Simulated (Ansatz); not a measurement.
Steps from a short run of molecular dynamics on a 2×2×1 supercell (12 atoms) of SnS2 (P-3m1), relaxed with r2SCAN+rVV10; forces from r2SCAN in the PAW code Ansatz, 3×3×2 mesh, Fermi-Dirac smearing of 0.069 eV, a Nosé-Hoover thermostat at fixed volume, set at 800 K. Computed, non-magnetic; the trajectory is short and the cell small, so nothing here is a converged average.

Cell vectors in Å:
```
 7.3215  0.0000  0.0000
-3.6608  6.3406  0.0000
 0.0000  0.0000  5.9618
```

Q: At 3 fs the positions in Å are
```
Sn  -0.007  -0.009   0.014
S    0.006   2.122   1.449
S    1.851   1.073   4.486
Sn  -1.823   3.188  -0.012
S   -1.838   5.290   1.456
S   -0.004   4.225   4.502
Sn   3.659   0.000   0.005
S    3.660   2.116   1.461
S    5.484   1.051   4.486
Sn   1.836   3.158   0.001
S    1.815   5.285   1.474
S    3.654   4.214   4.503
```
What are the forces, and how far does the free energy (smearing included) lie above that of step 0, with the atoms on their sites?

A: 1.3 meV an atom; forces in eV/Å:
```
Sn  -0.044   0.160  -0.259
S   -0.075  -0.055   0.084
S   -0.175  -0.184   0.151
Sn  -0.090  -0.281   0.002
S    0.012  -0.022   0.085
S    0.050   0.060  -0.034
Sn   0.063   0.108  -0.127
S    0.089   0.021   0.007
S    0.102  -0.003   0.205
Sn  -0.020   0.072  -0.002
S    0.066  -0.041  -0.089
S    0.022   0.164  -0.023
```

Q: At 15 fs the positions in Å are
```
Sn  -0.035  -0.045   0.066
S    0.026   2.151   1.393
S    1.927   1.128   4.446
Sn  -1.796   3.257  -0.060
S   -1.866   5.314   1.431
S   -0.015   4.218   4.515
Sn   3.653   0.004   0.025
S    3.661   2.126   1.451
S    5.460   1.030   4.450
Sn   1.857   3.108   0.003
S    1.756   5.287   1.512
S    3.628   4.169   4.524
```
What are the forces, and how far does the free energy (smearing included) lie above that of step 0, with the atoms on their sites?

A: 26.4 meV an atom; forces in eV/Å:
```
Sn  -0.410   0.643  -0.994
S   -0.385  -0.277   0.526
S   -0.597  -0.744   0.367
Sn  -0.468  -1.271   0.136
S    0.120  -0.132   0.527
S    0.328   0.334  -0.375
Sn   0.279   0.472  -0.559
S    0.378   0.061   0.189
S    0.428  -0.008   0.719
Sn  -0.093   0.349  -0.020
S    0.316  -0.163  -0.251
S    0.104   0.734  -0.265
```

Q: At 21 fs the positions in Å are
```
Sn  -0.051  -0.060   0.088
S    0.030   2.162   1.372
S    1.956   1.145   4.432
Sn  -1.784   3.286  -0.083
S   -1.878   5.324   1.425
S   -0.016   4.220   4.517
Sn   3.650   0.007   0.032
S    3.667   2.132   1.448
S    5.454   1.019   4.442
Sn   1.867   3.085   0.004
S    1.732   5.286   1.527
S    3.617   4.157   4.531
```
What are the forces, and how far does the free energy (smearing included) lie above that of step 0, with the atoms on their sites?

A: 42.4 meV an atom; forces in eV/Å:
```
Sn  -0.587   0.794  -1.175
S   -0.498  -0.357   0.672
S   -0.688  -0.905   0.381
Sn  -0.636  -1.617   0.259
S    0.193  -0.188   0.649
S    0.474   0.445  -0.522
Sn   0.340   0.574  -0.681
S    0.459   0.062   0.249
S    0.528   0.009   0.842
Sn  -0.136   0.473  -0.021
S    0.412  -0.203  -0.299
S    0.138   0.914  -0.354
```

Q: At 24 fs the positions in Å are
```
Sn  -0.060  -0.067   0.097
S    0.031   2.166   1.364
S    1.968   1.150   4.426
Sn  -1.779   3.299  -0.094
S   -1.884   5.328   1.425
S   -0.014   4.222   4.516
Sn   3.650   0.010   0.035
S    3.672   2.135   1.448
S    5.453   1.013   4.442
Sn   1.872   3.074   0.005
S    1.721   5.284   1.534
S    3.612   4.155   4.533
```
What are the forces, and how far does the free energy (smearing included) lie above that of step 0, with the atoms on their sites?

A: 48.9 meV an atom; forces in eV/Å:
```
Sn  -0.647   0.847  -1.218
S   -0.531  -0.381   0.714
S   -0.713  -0.952   0.379
Sn  -0.701  -1.740   0.322
S    0.227  -0.212   0.670
S    0.531   0.479  -0.569
Sn   0.356   0.598  -0.711
S    0.479   0.060   0.262
S    0.561   0.026   0.866
Sn  -0.162   0.527  -0.017
S    0.449  -0.219  -0.315
S    0.152   0.967  -0.382
```

Q: At 33 fs the positions in Å are
```
Sn  -0.088  -0.083   0.122
S    0.023   2.172   1.353
S    1.992   1.149   4.416
Sn  -1.766   3.330  -0.127
S   -1.896   5.338   1.436
S   -0.002   4.238   4.503
Sn   3.649   0.019   0.041
S    3.694   2.146   1.451
S    5.460   0.997   4.454
Sn   1.886   3.042   0.006
S    1.696   5.276   1.548
S    3.599   4.164   4.533
```
What are the forces, and how far does the free energy (smearing included) lie above that of step 0, with the atoms on their sites?

A: 58.2 meV an atom; forces in eV/Å:
```
Sn  -0.656   0.917  -1.166
S   -0.512  -0.377   0.702
S   -0.730  -0.955   0.371
Sn  -0.766  -1.884   0.471
S    0.289  -0.252   0.552
S    0.579   0.463  -0.545
Sn   0.338   0.553  -0.678
S    0.445   0.059   0.220
S    0.584   0.120   0.791
Sn  -0.257   0.655   0.008
S    0.503  -0.255  -0.341
S    0.182   0.957  -0.384
```

Q: At 39 fs the positions in Å are
```
Sn  -0.110  -0.091   0.133
S    0.011   2.171   1.354
S    1.999   1.136   4.413
Sn  -1.760   3.344  -0.148
S   -1.901   5.340   1.450
S    0.015   4.254   4.487
Sn   3.650   0.028   0.043
S    3.715   2.154   1.457
S    5.472   0.988   4.473
Sn   1.895   3.024   0.007
S    1.686   5.268   1.552
S    3.592   4.183   4.527
```
What are the forces, and how far does the free energy (smearing included) lie above that of step 0, with the atoms on their sites?

A: 56.3 meV an atom; forces in eV/Å:
```
Sn  -0.495   0.894  -0.990
S   -0.401  -0.314   0.590
S   -0.705  -0.845   0.376
Sn  -0.687  -1.798   0.517
S    0.288  -0.247   0.341
S    0.488   0.346  -0.385
Sn   0.281   0.430  -0.563
S    0.351   0.059   0.126
S    0.530   0.219   0.616
Sn  -0.333   0.715   0.029
S    0.490  -0.269  -0.337
S    0.192   0.810  -0.320
```
